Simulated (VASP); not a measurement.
In2Sb:

```
In Sb
1.0
     5.37990    0.00000    0.00000
    -2.68995    4.65913    0.00000
     0.00000    0.00000    6.72255
In Sb
4 2
Direct
  0.66667 0.33333 0.25000
  0.33333 0.66667 0.75000
  0.00000 0.00000 0.50000
  0.00000 0.00000 0.00000
  0.66667 0.33333 0.75000
  0.33333 0.66667 0.25000
```

The cell comes from a database or a generator and needn't be the stable form of this composition.

- Program: VASP 6.6.1
- Task: relaxation of cell and atoms
- Functional: PBEsol
- Potentials or basis: VASP PAW PBE potentials, release 64 (In_d, Sb)
- Cutoff: 600 eV
- k mesh: 5 × 5 × 3
- Occupations: fermi-dirac, width 0.02 eV
- Spin: no spin polarisation

At the start: pressure -2.6 GPa; volume 28.08 Å³/atom.

Question: Where does the relaxation end?

Answer: Over 7 steps the energy falls by 20.3 meV/atom and the volume is 26.28 Å³/atom (-6.4 %); space group P6_3/mmc (No. 194, to 0.05 Å).

Step by step:
```tsv
step	energy change (eV)	largest force (eV/Å)	pressure (GPa)	volume (Å³)
1	0.0000	0.0000	-2.63	168.51
2	-0.0972	0.0000	0.08	157.49
3	-0.0973	0.0000	0.21	157.05
4	-0.1186	0.0000	0.41	156.11
5	-0.1198	0.0000	0.46	155.91
6	-0.1200	0.0000	0.48	155.82
7	-0.1221	0.0000	-0.05	157.69
```

Final structure:
```
In Sb
1.0
     5.32847    0.00000    0.00000
    -2.66423    4.61459    0.00000
     0.00000    0.00000    6.41307
In Sb
4 2
Direct
  0.66667 0.33333 0.25000
  0.33333 0.66667 0.75000
  0.00000 0.00000 0.50000
  0.00000 0.00000 0.00000
  0.66667 0.33333 0.75000
  0.33333 0.66667 0.25000
```

Caveat: the PAW data sets were made with another functional, which shifts forces and pressure a little.
